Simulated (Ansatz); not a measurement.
## Step by step: PtSe2, relaxation of cell and atoms

Method: DFT, PBE, PAW with Ansatz's default frozen-core files, scalar-relativistic in Ansatz 0.2.0.

Command: `ansatz run input.yaml --threads 1 --pin off --max-ram 4096MiB --backend cpu --events-out ev --progress --plain --runs-dir out` The run took 27 s on 1 thread of Arm Neoverse V2, on a shared host, peak memory 0.38 GiB.

```yaml
crystal:
  lattice:
    - [0.0, 2.8899693431, 2.8899693431]
    - [2.8899693431, 0.0, 2.8899693431]
    - [2.8899693431, 2.8899693431, 0.0]
  atoms:
    - { symbol: Pt, position: [0.0, 0.0, 0.0] }
    - { symbol: Se, position: [0.25, 0.25, 0.25] }
    - { symbol: Se, position: [0.75, 0.75, 0.75] }
kpoints:
  mp_grid: { grid: [10, 10, 10] }
scf:
  occupations: { method: fermi_dirac, width: 0.05 }
hamiltonian:
  xc: pbe
  pseudopotentials: { kind: paw }
output:
  forces: true
  stress: true
  write_density: true
  write_potential: true
  elf: true
  volumetric_format: npy
relax:
  f_tol: 0.005
  max_steps: 80
  cell: {}
```

No spin–orbit coupling, which matters for the heavy atoms here.

The cell is built from the fluorite type as a first guess.

The cutoff is 420 eV; energies and pressures of the walk include the program's estimate of the Pulay term.

Each frame lists the cell vectors (Å), then Cartesian positions (Å); symmetry keeps all forces zero. Free energies count from the first step, -23459.2034 eV.

The walk took 8 evaluations in all; steps that aren't listed are left out.

Step 1: E = 0.0 meV, P = 49.76 GPa

```
cell 0.0000 2.8900 2.8900 2.8900 0.0000 2.8900 2.8900 2.8900 0.0000
Pt    0.0000    0.0000    0.0000
Se    1.4450    1.4450    1.4450
Se    4.3350    4.3350    4.3350
```

Step 2: E = -1417.6 meV, P = 15.60 GPa

```
cell 0.0000 3.0309 3.0309 3.0309 0.0000 3.0309 3.0309 3.0309 0.0000
Pt    0.0000    0.0000    0.0000
Se    1.5154    1.5154    1.5154
Se    4.5463    4.5463    4.5463
```

Step 3: E = -1669.9 meV, P = 4.48 GPa

```
cell 0.0000 3.1050 3.1050 3.1050 0.0000 3.1050 3.1050 3.1050 0.0000
Pt    0.0000    0.0000    0.0000
Se    1.5525    1.5525    1.5525
Se    4.6575    4.6575    4.6575
```

Step 4: E = -1699.1 meV, P = 0.70 GPa

```
cell 0.0000 3.1369 3.1369 3.1369 0.0000 3.1369 3.1369 3.1369 0.0000
Pt    0.0000    0.0000    0.0000
Se    1.5685    1.5685    1.5685
Se    4.7054    4.7054    4.7054
```

Step 5: E = -1699.8 meV, P = 0.00 GPa

```
cell 0.0000 3.1434 3.1434 3.1434 0.0000 3.1434 3.1434 3.1434 0.0000
Pt    0.0000    0.0000    0.0000
Se    1.5717    1.5717    1.5717
Se    4.7151    4.7151    4.7151
```

Step 6: E = -1705.4 meV, P = 0.20 GPa (the cell of the step before, solved again on a basis chosen afresh, hence the jump)

(1) How does the relaxation end?

## Answers

(1) It converges, with a = 6.290 Å, b = 6.290 Å, c = 6.290 Å, α = 90.00°, β = 90.00°, γ = 90.00° (conventional cell, space group Fm-3m). The last solve (on a basis chosen afresh for the final cell, so its energy is not quite comparable) gives E = -1705.5 meV, P = 0.01 GPa:
```
cell 0.0000 3.1452 3.1452 3.1452 0.0000 3.1452 3.1452 3.1452 0.0000
Pt    0.0000    0.0000    0.0000
Se    1.5726    1.5726    1.5726
Se    4.7179    4.7179    4.7179
```
